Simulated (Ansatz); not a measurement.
**SnSe: experiment and calculation**

**What was measured.**

“Linear dichroism of the optical properties of SnS and SnSe van der Waals crystals”, 2024, arxiv:2409.17412 reports, for a bulk crystal of SnSe at 20 K: band gap 0.99 eV (indirect).

How close the calculation comes is told below.

Theory: Ansatz 0.2.0, DFT r2SCAN, scalar-relativistic, plane waves, PAW.

Cutoff 500 eV; k points 4×6×6 on the computed 8-atom cell (Γ-centred); Gaussian smearing, width 0.02 eV; no spin polarisation.

Relaxed structure, symmetry kept:

```cif
data_structure
_symmetry_space_group_name_H-M 'Pnma'
_symmetry_Int_Tables_number 62
_cell_length_a 11.6762
_cell_length_b 4.1250
_cell_length_c 4.6975
_cell_angle_alpha 90.000
_cell_angle_beta 90.000
_cell_angle_gamma 90.000
_cell_volume 226.25
loop_
_atom_site_label
_atom_site_type_symbol
_atom_site_symmetry_multiplicity
_atom_site_Wyckoff_symbol
_atom_site_fract_x
_atom_site_fract_y
_atom_site_fract_z
_atom_site_occupancy
Sn1 Sn 4 c 0.12006 0.25000 0.12461 1
Se1 Se 4 c 0.35210 0.25000 0.01179 1
```

| Property | Result |
| --- | --- |
| Space group | Pnma (No. 62) |
| Volume per atom | 28.28 Å³ |
| Formation energy from the elements' standard states (uncorrected) | -0.456 eV/atom |
| Generalised Kohn–Sham band gap | 1.01 eV, indirect from (0.000, 0.000, 0.320) to (0.000, 0.341, 0.000) |
| Löwdin character of the top 1 eV of the valence band | Se 4p 58 %, Sn 5s 21 %, Sn 5p 18 % |
| Löwdin character of the lowest 1 eV of the conduction band | Sn 5p 63 %, Se 4p 17 %, Se 4s 8 %, Sn 5s 8 % |
| Electron masses at the edge by Cartesian direction of the standard setting (m_e; degenerate bands sorted by energy; no spin-orbit coupling) | x: 0.63; y: 0.21; z: 0.20 |
| Hole masses at the edge by Cartesian direction of the standard setting (m_e; degenerate bands sorted by energy; no spin-orbit coupling) | x: 0.60; y: 0.93; z: 0.19 |
| Bader charges (e) | Sn (4 in the cell) 0.87, Se (4 in the cell) -0.87 |

Measured band gap of SnSe: 0.99 eV (indirect; 20 K; the paper above). This calculation gives 1.01 eV (+0.02 eV). 2 values of this kind are on record (0.89 to 0.99 eV); this one was drawn at random. Kohn–Sham gaps of semilocal functionals fall short of measured ones as a rule; spin-orbit coupling, left out here, would usually lower the calculated gap of a compound with heavy elements. Lattice constants aren't compared, since papers order the axes of such cells in different ways.

Cost: 3 runs of about 31 core-minutes in all, on Intel Xeon Processor @ 2.50GHz (Skylake/Cascade Lake) (shared hosts).